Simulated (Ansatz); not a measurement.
## Where the states of NaI lie

```cif
data_structure
_symmetry_space_group_name_H-M 'P 1'
_symmetry_Int_Tables_number 1
_cell_length_a 4.5770
_cell_length_b 4.5770
_cell_length_c 4.5770
_cell_angle_alpha 60.000
_cell_angle_beta 60.000
_cell_angle_gamma 60.000
_cell_volume 67.80
loop_
_atom_site_label
_atom_site_type_symbol
_atom_site_fract_x
_atom_site_fract_y
_atom_site_fract_z
_atom_site_occupancy
Na1 Na 0.00000 0.00000 0.00000 1
I1 I 0.50000 0.50000 0.50000 1
```

The runs use the primitive cell with vectors (0.000, 3.236, 3.236), (3.236, 0.000, 3.236), (3.236, 3.236, 0.000) Å, to which the k mesh refers.

The cell is COD entry 9008681, as deposited and not checked against the literature; nothing was relaxed.

Spin–orbit coupling is left out, though it moves levels of the heavy atoms by tenths of an eV or more.

Computed with DFT, PBE, all-electron LAPW, scalar-relativistic in Ansatz 0.2.0.

The runs use a Γ-centred 7×7×7 k mesh, Fermi–Dirac smearing of 0.01 eV, basis error target 1 meV/atom, no spin polarisation.

States per eV and cell, averaged over 0.4 eV, from -11.0 to 6.4 eV, with energies (bin centres) from the valence-band top; empty bins are left out. The partial columns, the largest 3 alone, are projections on Löwdin-orthogonalised atomic shells (those that the program's projection atoms carry: the occupied ones and, for some elements, an empty d or f shell; other empty shells have no column), summed over atoms of an element. Weights on diffuse s and p shells depend on that basis and aren't pure angular character.

| E (eV) | total | I 5p | I 5s | Na 3s |
| --- | --- | --- | --- | --- |
| -10.9 | 3.18 | 0.00 | 2.91 | 0.26 |
| -10.5 | 1.82 | 0.00 | 1.79 | 0.02 |
| -2.1 | 0.61 | 0.50 | 0.00 | 0.10 |
| -1.7 | 3.53 | 3.12 | 0.03 | 0.35 |
| -1.3 | 1.49 | 1.37 | 0.01 | 0.10 |
| -0.9 | 3.02 | 2.92 | 0.01 | 0.05 |
| -0.5 | 5.09 | 5.02 | 0.00 | 0.03 |
| -0.1 | 1.27 | 1.26 | 0.00 | 0.00 |
| 3.9 | 0.02 | 0.00 | 0.00 | 0.01 |
| 4.3 | 0.08 | 0.01 | 0.02 | 0.06 |
| 4.7 | 0.31 | 0.03 | 0.03 | 0.23 |
| 5.1 | 1.01 | 0.08 | 0.06 | 0.64 |
| 5.5 | 2.15 | 0.16 | 0.07 | 1.04 |
| 5.9 | 1.70 | 0.10 | 0.02 | 0.63 |
| 6.3 | 0.88 | 0.01 | 0.00 | 0.03 |

Which of the resolved shells contributes most in the top eV of the valence band?

I 5p, with 98 % of all states there; Na 3s follows with 1 %.
